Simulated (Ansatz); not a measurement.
**What CdS (Fm-3m) distorts into**

Aim: this structure of CdS (Fm-3m) is to be tested for unstable modes, and one is followed downhill.

Program: Ansatz 0.2.0. Level of theory: DFT LDA, scalar-relativistic, plane waves, PAW; PAW set soft_1. Results are calculated unless marked as measured.

## 1. Set-up

It takes space group Fm-3m (No. 225, cubic). Conventional cell: a = 5.340 Å, b = 5.340 Å, c = 5.340 Å, α = 90.00°, β = 90.00°, γ = 90.00°. Nearest to Cd lie 6 S at 2.67 Å. S has 6 Cd at 2.67 Å nearest. Farther neighbours and most contacts between anions are not listed.

## 2. Response at finite wavevector

The cell comes from relaxations at this level that are not shown. Stability and thermal properties need the whole zone. Linear response on a 4×4×4 q mesh gives force constants as far as a supercell of that size would.

input.yaml reads:

```yaml
crystal:
  lattice:
    - [0.0, 2.6698506594, 2.6698506594]
    - [2.6698506594, 0.0, 2.6698506594]
    - [2.6698506594, 2.6698506594, 0.0]
  atoms:
    - { symbol: Cd, position: [0.0, 0.0, 0.0] }
    - { symbol: S, position: [0.5, 0.5, 0.5] }
kpoints:
  mp_grid: { grid: [16, 16, 16] }
hamiltonian:
  xc: lda
  pseudopotentials: { kind: paw, azcp: { folder: soft_1 }, xc_functional: pbe }
scf:
  occupations: { method: methfessel_paxton, width: 0.2 }
output:
  eigenvalues: true
phonons:
  method: dfpt
  qmesh: [4, 4, 4]
  temperatures: { t_max: 1000, t_step: 50 }
  qpath:
    path:
      - [[0.0, 0.0, 0.0], [0.5, 0.0, 0.5], [0.625, 0.25, 0.625]]
      - [[0.375, 0.375, 0.75], [0.0, 0.0, 0.0], [0.5, 0.5, 0.5], [0.5, 0.25, 0.75], [0.5, 0.0, 0.5]]
    npoints: 10
```

Run with:

```
$ ansatz run input.yaml --threads 4 --pin off --max-ram 10240MiB --backend cpu --events-out ev --progress --plain --runs-dir out
```

Numbers of over 12 decimals in the logs are rounded to 6 here.

The program printed:

```text
Engine: ansatz 0.2.0, aarch64-unknown-linux-gnu
Pseudopotentials: kind: paw
Pseudopotential: Cd, paw, valence charge 20, recommended cutoff 420 eV (normal), soft_1/Cd.paw.azcp
Pseudopotential: S, paw, valence charge 6, recommended cutoff 420 eV (normal), soft_1/S.paw.azcp
Functional definition: SPW92
  exchange = slater_x
  correlation = pw_c
Crystal: 2 atoms, lattice volume = 38.062 Å³
Basis set: ecut = 420 eV, 725 PW (Γ), exchange–correlation on 54×54×54 points (8 copies of the dense FFT grid, shifted against one another)
Bands: 17, of which v1, the nominal top of the filled ones, is band 13 counted from 1 (12 counted from 0)
Symmetry: 48 space group operations
k-points: 145 of 4096
Non-local potential: Cd, projectors of the file, l = 0: 3, l = 1: 2, l = 2: 2, l = 3: 1
Non-local potential: S, projectors of the file, l = 0: 2, l = 1: 2, l = 2: 1
PAW form: soft (Blöchl's): semilocal exchange-correlation on the pseudo side does not see the compensation charge
PAW frozen core: Cd, regenerated for the run's functional, and the local potential with it (the file was generated under x = pbe(κ = 0.804, μ = 0.219515), c = pbe(β = 0.066725))
PAW frozen core: S, regenerated for the run's functional, and the local potential with it (the file was generated under x = pbe(κ = 0.804, μ = 0.219515), c = pbe(β = 0.066725))
PAW one-centre angular grid: Cd, 590 points (default); XC on 64 Gauss nodes
PAW one-centre angular grid: S, 110 points (default); XC on 64 Gauss nodes
Initial density: superposition of atomic densities (chi_scale 0.1, normalization cell, long waves kept (reshape's long-wave potential 0.00 eV rms))
Initial wavefunctions: pseudopotential atomic-orbital guess
Functional: x = slater, c = lda
SCF iter   1: F=—  HF=-8988.607499 eV  |F-HF|=—  |Δ(HF+E_count)|=         —  Δρ=2.45e-2  dr2=1.71e-1  ethr=3.10e-3  ⟨swp⟩=6.3  Hψ=12601  notcnv=0
preconditioner: auto → none  [insulator: Δε(μ)=0.223 eV  Ē_g=12.801 eV  σ=0.200 eV  W_gap=0.78  n_scr=14 (ndim 8)  ℏωp=25.5 eV  f_vac=0.000  D(μ)=0.16/eV (n_scr^D=0)  ε∞_Penn≈5.0]
SCF iter   2: F=—  HF=-8988.558287 eV  |F-HF|=—  |Δ(HF+E_count)|=   4.92e-2  S|Δr|=    0.00e0  Δρ=9.67e-3  dr2=1.54e-2  ethr=6.57e-4  ⟨swp⟩=2.7  Hψ=5000  notcnv=0
SCF iter   3: F=—  HF=-8988.557219 eV  |F-HF|=—  |Δ(HF+E_count)|=   1.07e-3  S|Δr|=    0.00e0  Δρ=3.85e-3  dr2=2.44e-3  ethr=5.93e-5  ⟨swp⟩=1.1  Hψ=2475  notcnv=0
SCF iter   4: F=—  HF=-8988.557152 eV  |F-HF|=—  |Δ(HF+E_count)|=   6.71e-5  S|Δr|=    0.00e0  Δρ=2.07e-4  dr2=1.51e-5  ethr=9.37e-6  ⟨swp⟩=1.5  Hψ=2560  notcnv=0
SCF iter   5: F=—  HF=-8988.557127 eV  |F-HF|=—  |Δ(HF+E_count)|=   2.51e-5  S|Δr|=    0.00e0  Δρ=1.24e-4  dr2=4.23e-6  ethr=5.80e-8  ⟨swp⟩=3.1  Hψ=5265  notcnv=0
SCF iter   6: F=—  HF=-8988.557128 eV  |F-HF|=—  |Δ(HF+E_count)|=   2.89e-7  S|Δr|=    0.00e0  Δρ=5.29e-5  dr2=7.36e-7  ethr=1.63e-8  ⟨swp⟩=2.1  Hψ=3643  notcnv=0
SCF iter   7: F=—  HF=-8988.557133 eV  |F-HF|=—  |Δ(HF+E_count)|=   5.09e-6  S|Δr|=    0.00e0  Δρ=1.28e-5  dr2=4.25e-8  ethr=2.83e-9  ⟨swp⟩=2.4  Hψ=3992  notcnv=0
SCF iter   8: F=—  HF=-8988.557133 eV  |F-HF|=—  |Δ(HF+E_count)|=   1.10e-8  S|Δr|=    0.00e0  Δρ=1.43e-6  dr2=5.02e-10  ethr=1.63e-10  ⟨swp⟩=2.0  Hψ=3638  notcnv=0
SCF iter   9: F=-8988.557133 eV  HF=-8988.557133 eV  |F-HF|=3.64e-12  |Δ(HF+E_count)|=  1.47e-10  S|Δr|=    0.00e0  Δρ=9.89e-8  dr2=2.85e-12  ethr=1.00e-12  ⟨swp⟩=5.1  Hψ=13052  notcnv=0
SCF 1 converged in 9 iterations: F = -8988.557133 eV  dr2 = 2.85e-12
  greatest PAW one-centre occupation: 1.001 electrons in one spin orbital (limit 2), on the Cd atom at site 0 (counted from 0), in its partial waves of l = 0
Initial density: read from a saved state, or passed on in memory by an earlier SCF of this step, an earlier step, the calling program or the single point that the run made first
iter 1 solved again at ethr=2.73e-8 eV; its pass at ethr=3.10e-3 eV (dr2=7.10e-6 eV) is discarded
SCF iter   1: F=—  HF=-8988.557128 eV  |F-HF|=—  |Δ(HF+E_count)|=         —  Δρ=4.06e-7  dr2=2.88e-11  ethr=2.73e-8  ⟨swp⟩=4.4  Hψ=20886  notcnv=0
eigensolver tolerance schedule: the retry pair's looser diagonalisation over-reported the residual by 246149.75 of it (diagonalisation noise at an unbounded share of the residual, at the tolerance the schedule requests for it); recorded, not acted on — ethr = c·dr2/N_el stays at c = 1.0e-1
preconditioner: auto → none  [insulator: Δε(μ)=0.162 eV  Ē_g=12.706 eV  σ=0.200 eV  W_gap=0.63  n_scr=14 (ndim 8)  ℏωp=25.5 eV  f_vac=0.000  D(μ)=0.20/eV (n_scr^D=0)  ε∞_Penn≈5.0]
SCF iter   2: F=—  HF=-8988.557133 eV  |F-HF|=—  |Δ(HF+E_count)|=   4.98e-6  S|Δr|=    0.00e0  Δρ=4.51e-7  dr2=4.98e-11  ethr=1.00e-12  ⟨swp⟩=4.0  Hψ=6096  notcnv=0
SCF iter   3: F=—  HF=-8988.557133 eV  |F-HF|=—  |Δ(HF+E_count)|=  1.46e-11  S|Δr|=    0.00e0  Δρ=2.25e-7  dr2=1.04e-11  ethr=1.00e-12  ⟨swp⟩=1.0  Hψ=2465  notcnv=0
SCF iter   4: F=-8988.557133 eV  HF=-8988.557133 eV  |F-HF|=5.46e-12  |Δ(HF+E_count)|=  1.82e-12  S|Δr|=    0.00e0  Δρ=1.42e-7  dr2=4.02e-12  ethr=1.00e-12  ⟨swp⟩=2.4  Hψ=5333  notcnv=0
SCF 2 converged in 4 iterations: F = -8988.557133 eV  dr2 = 4.02e-12
phonons: the bands overlap, so this run is a metal and interpolates without the dipole-dipole term. If the crystal is really an insulator or semiconductor, its LO-TO splitting is missing
NSCF: frozen V_eff on 145 k-points
NSCF: frozen V_eff on 349 k-points
DFPT response loops at q = (0, 0, 0) (fractional): preconditioner auto → Kerker (q_TF=auto, 2.560 Å⁻¹) (partly filled bands, converged f_vac=0.000); β = 1.00, the filter's whole step (`scf.mixing.beta` (0.50) is not read by the response loops under this deck's `scf.mixing.preconditioner`; to damp them name `kerker` or `kerker_dos`, under which they read `scf.mixing.beta`, and type it under 1.00, their step now; both keys bind the ground state too); Broyden in place of MSR1
NSCF: frozen V_eff on 4352 k-points
DFPT response loops at q = (0, 0, 0.25) (fractional): mixed as the last ones told, above
NSCF: frozen V_eff on 2196 k-points
DFPT response loops at q = (0, 0, -0.5) (fractional): mixed as the last ones told, above
NSCF: frozen V_eff on 2320 k-points
DFPT response loops at q = (0, 0.25, 0.25) (fractional): mixed as the last ones told, above
NSCF: frozen V_eff on 8192 k-points
DFPT response loops at q = (0, 0.25, -0.5) (fractional): mixed as the last ones told, above
NSCF: frozen V_eff on 4352 k-points
DFPT response loops at q = (0, 0.25, -0.25) (fractional): mixed as the last ones told, above
NSCF: frozen V_eff on 1242 k-points
DFPT response loops at q = (0, -0.5, -0.5) (fractional): mixed as the last ones told, above
NSCF: frozen V_eff on 2320 k-points
DFPT response loops at q = (0.25, -0.5, -0.25) (fractional): mixed as the last ones told, above
SCF converged after 9 iterations
Stability not checked: this state was not tested for a lower state beside it, because cold or Methfessel-Paxton smearing, or corrected tetrahedra, fill the levels in a way that the test cannot read (fill_not_monotonic; see scf.lower_state_search)
Free energy (F): -8988.557133 eV
Harris-Foulkes:  -8988.557133 eV  (|F-HF|=3.64e-12)
Internal energy: -8988.559394 eV  (E = F + TS)
E sigma→0 (E₀):  -8988.557698 eV
Entropy (-TS):   0.002261 eV (1.131 meV/atom)
Fermi energy:    10.783940 eV
--- Per-component energies (eV) ---
  E_band       = -418.461444
  E_kinetic    = 548.126797
  E_local      = -3455.558179  (includes V_loc(G=0)·N_el)
  E_nonlocal   = 163.733551
  E_hartree    = 1587.287739
  E_xc         = -244.541917
  E_vxc        = -279.932900  (∫ρ·V_xc dr)
  E_paw        = -4540.518601  (= ΣΔE_a)
  E_vpaw       = -569.406552  (= ΣTr[D̂ρ^β])
  E_aug_tail   = 0.000274  (compensation charges beyond the density's cutoff)
  E_ewald      = -3048.008825
  E_core_change = 0.919767  (= ΣΔE_core)
  E_smearing   = 0.002261  (= −TS)
  E_closure    = 0.000000  (closes the sum)
  Σ components = -8988.557133   (vs F -8988.557133, Δ=0.00e0)
--- Band table (eV; the first three rows and the last of 145) ---
  k-point 0: bands = [... 9 lower, 2.8670, 9.7502, 9.7502, 9.7502, 11.6997, 19.8095, 19.8095, 19.8095]
  k-point 1: bands = [... 9 lower, 2.8761, 9.3399, 9.7825, 9.7825, 12.1061, 19.3277, 19.7807, 19.7807]
  k-point 2: bands = [... 9 lower, 2.9034, 8.5554, 9.8754, 9.8754, 12.8650, 18.5326, 19.4980, 19.4980]
  k-point 144: bands = [... 9 lower, 3.8298, 7.0433, 7.0433, 7.4388, 14.1876, 17.3348, 18.2425, 18.2425]
--- Phonons (Γ-DFPT): 2 representative perturbations + reference (Σ response iterations 6) ---
  ASR residual: 1.005e-4 → 0.000e0 eV/Å²; symmetrization residual: 6.873e-7 eV/Å²
  ASR residual per site (eV/Å²): 3.26e-5 1.01e-4
  Γ frequencies (cm⁻¹): 0.00 0.00 0.00 151.82 151.82 151.82
--- Phonons (arbitrary-q DFPT): 8 irreducible q on the 4×4×4 mesh ---
  q = [0.0000, 0.0000, 0.0000] (star 1, of the zone-centre solve; hermiticity 6.50e-7, symmetrization 6.58e-12): -0.00 -0.00 0.00 151.82 151.82 151.82
  q = [0.0000, 0.0000, 0.2500] (star 8, 2 solved perturbations on 2176 of 4096 k-point pairs; hermiticity 8.88e-7, symmetrization 2.49e-12): 62.20 62.20 113.43 132.51 132.51 272.37
  q = [0.0000, 0.0000, -0.5000] (star 4, 2 solved perturbations on 1098 of 4096 k-point pairs; hermiticity 9.67e-14, symmetrization 3.20e-12): -71.71 -71.71 94.33 94.33 157.75 277.80
  q = [0.0000, 0.2500, 0.2500] (star 6, 4 solved perturbations in 3616 linear systems a pass and spin channel, the states on 1160 of 4096 k-point pairs; hermiticity 7.97e-7, symmetrization 7.93e-13): 48.94 48.94 115.60 186.54 186.54 244.24
  q = [0.0000, 0.2500, -0.5000] (star 24, 4 solved perturbations in 12544 linear systems a pass and spin channel, the states on 4096 of 4096 k-point pairs; hermiticity 2.42e-6, symmetrization 1.07e-12): 73.87 86.78 117.04 163.62 196.66 266.45
  q = [0.0000, 0.2500, -0.2500] (star 12, 4 solved perturbations in 6672 linear systems a pass and spin channel, the states on 2176 of 4096 k-point pairs; hermiticity 2.24e-6, symmetrization 1.10e-12): 37.37 69.53 93.72 132.82 221.23 259.77
  q = [0.0000, -0.5000, -0.5000] (star 3, 4 solved perturbations in 1940 linear systems a pass and spin channel, the states on 621 of 4096 k-point pairs; hermiticity 1.71e-6, symmetrization 9.34e-13): 56.15 56.15 85.92 208.48 208.48 263.32
  q = [0.2500, -0.5000, -0.2500] (star 6, 4 solved perturbations in 3498 linear systems a pass and spin channel, the states on 1160 of 4096 k-point pairs; hermiticity 2.18e-6, symmetrization 1.75e-12): 77.23 77.23 109.96 210.75 240.72 240.72
  sum rule: each row above includes the acoustic sum rule's correction from the zone centre's row sums; it moved no ω² by more than (0.92 cm⁻¹)²
  mesh force constants: q→R imaginary residual 4.71e-18; ASR residual 1.005e-4 → 0.000e0 eV/Å²; symmetrization residual 3.553e-15 eV/Å²
  interpolated dispersion: 62 rows × 6 modes
  density of states and harmonic sums: on the 20×20×20 q-mesh, interpolated from the force constants of a 4×4×4 supercell (no non-analytic term)
  largest difference from the sums on the solved wave vectors: F 2.47e-2 eV, S 3.54e-5 and C_V 1.10e-5 eV/K
  zero-point energy: 0.052696 eV/cell   skipped modes (ω ≤ 0): 22, of them read as no rigid motion or as one in doubt: 19 (4.700e-2 modes/cell left out, lowest -71.71 cm⁻¹)   left out of the sums: 7.90e-3 of the cell's modes: C_V's classical limit lies that fraction below 3 k_B per atom; for a crystal, a wire or a layer, F and S can be off by more, and a phonons.interpolated_qmesh denser along its periods is the remedy for the sampling
```

It took 7.3 min on 4 threads of Arm Neoverse V2, shared host; peak memory 5.3 GiB; 28 min of CPU time.

Numbers from this step:

```
volume per atom                                         : 19.03 Å³
gap on the k-mesh                                       : 0 eV
sum-rule residual before enforcement                    : 1.01e-4 eV/Å²
lowest frequency on the path                            : -71.71 cm⁻¹
point group                                             : m-3m
highest frequency on the path or at a solved wavevector : 286.4 cm⁻¹
highest optical mode at the zone centre (no LO-TO term) : 151.8 cm⁻¹
lowest optical zone-centre mode                         : 151.8 cm⁻¹
lowest mode on the q mesh (acoustic modes at Γ apart)   : -71.71 cm⁻¹
```

Frequencies (cm⁻¹) solved at each irreducible wavevector; negative means imaginary. Frequencies by wavevector, by row:

```tsv
q in reciprocal lattice units	star	mode 1	mode 2	mode 3	mode 4	mode 5	mode 6
0 0 0	1	0	0	0	151.8	151.8	151.8
0 0 0.25	8	62.2	62.2	113.4	132.5	132.5	272.4
0 0 -0.5	4	-71.7	-71.7	94.3	94.3	157.8	277.8
0 0.25 0.25	6	48.9	48.9	115.6	186.5	186.5	244.2
0 0.25 -0.5	24	73.9	86.8	117	163.6	196.7	266.4
0 0.25 -0.25	12	37.4	69.5	93.7	132.8	221.2	259.8
0 -0.5 -0.5	3	56.1	56.1	85.9	208.5	208.5	263.3
0.25 -0.5 -0.25	6	77.2	77.2	110	210.8	240.7	240.7
```

Interpolated from a 4×4×4 q mesh. The phonon branches at the labelled points (cm⁻¹):

```tsv
point	branch 1	branch 2	branch 3	branch 4	branch 5	branch 6
Γ	0	0	0	152	152	152
halfway	49	49	116	186	186	244
X	56	56	86	208	208	263
halfway	64	75	84	202	222	261
U	77	80	102	175	244	252
jump to K	77	80	102	175	244	252
halfway	56	63	93	124	203	262
Γ	0	0	0	152	152	152
halfway	62	62	113	132	132	272
L	-72	-72	94	94	158	278
halfway	79	89	124	129	185	270
W	77	77	110	211	241	241
halfway	68	83	88	211	221	258
X	56	56	86	208	208	263
```

The phonon branches as a text plot (rows in cm⁻¹):

```
    279 |                                   **********
    264 |        ********    ****                     ***     ***
    249 |      **        ****    *         *             * ***
    234 |    **         **  *     **                     ****
    219 |              *     ***          *             *    **
    204 |   *    *******        *   *                  * ********
    189 |  *   **       **       *       *            *
    174 |   ***           *       **                    *
    160 | **                        **  **      ***  *
    145 |*                 *        ***** **  **   **  *
    130 |                   ***** **        **       **
    115 |      ***         **    *          **      *  *****
    100 |    **   **     **  ** *          *  ********      **
     85 |   *       ********   *  **                ****** ******
     70 |  *           **********   *     *  *       *   *******
     55 |      ********      ** ****     * ** *    *           **
     40 | * ***                   ****    *         *
     25 |  *                   *     *  **
     10 | *                          *  *
     -5 |*                            **
    -19 |                                      *
    -34 |
    -49 |                                         **
    -64 |                                       ***
         Γ           X  U|K            Γ         L        W     X
```

Symmetry leaves 8 wavevectors to solve. The lowest mode among them, the acoustic zeros apart, lies at q = (0, 0, -0.5) and is imaginary, 71.7i cm⁻¹, so the energy falls along it.

## 3. The mode frozen in, largest atomic shift 0 Å

The mode followed lies at q = (0, 0, -0.5) with frequency 71.7i cm⁻¹ and is 2-fold degenerate, the softest among the wavevectors solved. At small amplitude the distorted cell has space group no. 15 by a symmetry search on the positions. The undistorted cell that holds it gives the zero of energy on the same k mesh.

System of this step: CdS. The structure is cubic, space group Fm-3m (No. 225). The conventional cell has a = 5.340 Å, b = 5.340 Å, c = 5.340 Å, α = 90.00°, β = 90.00°, γ = 90.00°. Cd has 6 S at 2.67 Å nearest. Nearest to S lie 6 Cd at 2.67 Å. Farther neighbours and most contacts between anions are not listed.

input.yaml, the sections that differ from step 2:

```yaml
crystal:
  lattice:
    - [0.0, 2.6698506594, 2.6698506594]
    - [-2.6698506594, 2.6698506594, 0.0]
    - [-2.6698506594, -2.6698506594, 5.3397013187]
  atoms:
    - { symbol: Cd, position: [0.0, 1.0, 1.0] }
    - { symbol: Cd, position: [0.0, 0.5, 0.5] }
    - { symbol: S, position: [0.5, 0.25, 0.75] }
    - { symbol: S, position: [0.5, 0.75, 0.25] }
kpoints:
  mp_grid: { grid: [15, 15, 15] }
output:
  forces: true
  stress: true
  eigenvalues: true
# hamiltonian, scf: as in step 2
# phonons: removed
```

The program printed:

```text
[...]
Crystal: 4 atoms, lattice volume = 76.124 Å³
Basis set: ecut = 420 eV, 1479 PW (Γ)
Bands: 32, of which v1, the nominal top of the filled ones, is band 26 counted from 1 (25 counted from 0)
Symmetry: 24 space group operations
[...]
k-points: 344 of 3375
[...]
k-point 0: bands = [... 22 lower, 9.7496, 9.7501, 10.7054, 10.7054, 11.6996, 13.9096, 16.3135, 16.3135, ... 2 higher]
  k-point 1: bands = [... 22 lower, 9.7588, 9.7588, 10.6929, 10.6929, 11.8319, 13.9263, 16.3480, 16.3480, ... 2 higher]
  k-point 2: bands = [... 22 lower, 9.7863, 9.7863, 10.6562, 10.6562, 12.1521, 13.9738, 16.4500, 16.4500, ... 2 higher]
  k-point 343: bands = [... 22 lower, 7.2949, 7.5262, 9.1349, 9.3627, 13.7003, 13.9763, 16.6477, 16.9334, ... 2 higher]
[key lines of the parts left out:]
SCF converged after 7 iterations
Free energy (F): -17977.114238 eV
Fermi energy:    10.779212 eV
P = ⅓ Tr σ = 0.0080 GPa (0.080 kbar)
```

It took 7.7 s on 4 threads; peak memory 0.77 GiB.

This step gave:

```
pressure                         : 0.008024 GPa
energy from the undistorted cell : 0 meV/atom
```

The run ends at a pressure of 0.01 GPa.

## 4. The mode frozen in, largest atomic shift 0.04 Å

The atoms are moved along the unstable eigenvector, the largest shift by 0.04 Å, with the cell fixed.

input.yaml, as its differences from that of step 3:

```diff
@@ -8,4 +8,4 @@
     - { symbol: Cd, position: [0.0, 0.5, 0.5] }
-    - { symbol: S, position: [0.5, 0.25, 0.75] }
-    - { symbol: S, position: [0.5, 0.75, 0.25] }
+    - { symbol: S, position: [0.4894060474, 0.2605939526, 0.75] }
+    - { symbol: S, position: [0.5105939526, 0.7394060474, 0.25] }
 kpoints:
```

The program printed:

```text
[...]
Crystal: 4 atoms, lattice volume = 76.124 Å³
Basis set: ecut = 420 eV, 1479 PW (Γ)
Bands: 32, of which v1, the nominal top of the filled ones, is band 26 counted from 1 (25 counted from 0)
Symmetry: 4 space group operations
[...]
k-points: 904 of 3375
[...]
k-point 0: bands = [... 22 lower, 9.7459, 9.7526, 10.7045, 10.7060, 11.7032, 13.9112, 16.3186, 16.3226, ... 1 higher]
  k-point 1: bands = [... 22 lower, 9.7550, 9.7557, 10.6925, 10.6937, 11.8350, 13.9278, 16.3528, 16.3567, ... 1 higher]
  k-point 2: bands = [... 22 lower, 9.7820, 9.7826, 10.6570, 10.6577, 12.1544, 13.9751, 16.4543, 16.4579, ... 1 higher]
  k-point 903: bands = [... 22 lower, 7.9722, 8.2579, 10.4160, 10.6279, 10.9600, 14.1359, 15.9726, 16.4400, ... 1 higher]
[key lines of the parts left out:]
SCF converged after 7 iterations
Free energy (F): -17977.114901 eV
Fermi energy:    10.783711 eV
P = ⅓ Tr σ = 0.0632 GPa (0.632 kbar)
```

It took 20 s on 4 threads; peak memory 1.5 GiB.

This step gave:

```yaml
pressure: 0.06318 GPa
gap_on_the_k_mesh: 0.1385 eV
energy_from_the_undistorted_cell: -0.199 meV/atom
```

The energy, extrapolated to zero smearing, is -0.20 meV/atom against the undistorted cell.

The run ends at a pressure of 0.06 GPa, with forces up to 0.011 eV/Å.

## 5. Energy along the mode, all amplitudes (two of the runs are shown above)

An imaginary frequency means negative curvature, so the energy should fall and then rise again as anharmonic terms take over.

Numbers from this step:

- depth at the lowest point sampled: 0.199 meV/atom
- largest atomic shift at that point: 0.04 Å

Energy from the parent against largest atomic shift:

```tsv
largest atomic shift (Å)	energy from the parent (meV/atom)
0.0000	0
0.0400	-0.199
0.0800	-0.137
0.1400	2.26
0.2200	12.3
```

Displacement at unit largest shift by atom:

```tsv
atom	x (Å)	y (Å)	z (Å)	size
Cd1	0.000	0.000	0.000	0.000
Cd2	0.000	0.000	0.000	0.000
S3	-0.707	0.000	-0.707	1.000
S4	0.707	0.000	0.707	1.000
```

The lowest of the steps tried is at 0.04 Å, 0.199 meV/atom below the parent; the bottom of the well need not coincide with a step.

(Continued in part 2 of 2.)

[Logs are printed without paths, hosts, clocks, repeated set-up lines and the standing remarks that a program may print on its own settings, such as how far it seeks lower states.]

[Hosts, paths, dates, database ids (printed as entryN), source tags and the programs' standing remarks are cut or masked in the printed files.]
